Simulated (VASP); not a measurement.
Set up this calculation in VASP 6.6.1, as the native input.

```yaml
Task: single point
Functional: PBE
Potentials_or_basis: VASP PAW PBE potentials, release 64 (C, H)
Cutoff: 400 eV
k_mesh: 1 × 1 × 1
Occupations: gaussian, width 0.01 eV
Spin: no spin polarisation
Further_INCAR_settings: ALGO = Normal; EDIFF = 1e-06; NBANDS = 17; ISYM = 0
```

The structure of C3H4 lies in POSCAR:

```
H4C3                                    
1.0
   14.1932882215      0.0000000000      0.0000000000
    0.0000000000     14.6932882215      0.0000000000
    0.0000000000      0.0000000000     15.1932882215
  C               H             
     3     4
Selective dynamics
Direct
     0.4283722568000030    0.5003021098000033    0.5888092642999965   F   F   F
     0.4797024680509985    0.5024928116834171    0.5251943961518177   T   T   T
     0.5412551166375914    0.5051765132198800    0.4488610420483469   T   T   T
     0.3830355647904786    0.4983833092839396    0.6450084992641895   T   T   T
     0.5417121895066972    0.5733550684305678    0.4188136608371473   T   T   T
     0.5181423883288152    0.4563259683520507    0.3983415548913434   T   T   T
     0.6142235348573188    0.4880677899752340    0.4670002067671631   T   T   T
```

One way to write it, as run:

INCAR

```
PREC = Accurate ; ENCUT = 400
EDIFF = 1E-6 ; ISMEAR = 0
SIGMA = 0.01 ; LREAL = False
LASPH = True ; NELM = 100
ALGO = Normal ; ISIF = 2
LWAVE = False ; LCHARG = False
GGA = PE ; NBANDS = 17
ISYM = 0
```

KPOINTS

```
regular mesh
0
Gamma
  1 1 1
```

Potentials or basis: VASP PAW PBE potentials, release 64 (C, H).

Command:

```sh
$ cat potpaw_PBE.64/C/POTCAR potpaw_PBE.64/H/POTCAR > POTCAR
$ mpirun -np 4 vasp_gam > vasp.out
```

Results of the run:

The largest force is 0.011 eV/Å and the gap between the frontier levels is 5.93 eV.

Caveat: the standard files for N, O and F lose accuracy on very short bonds.

Wall time 35 s on 4 MPI ranks on AMD EPYC 9R45 (Zen 5), on a shared host, peak memory 0.53 GiB a rank.
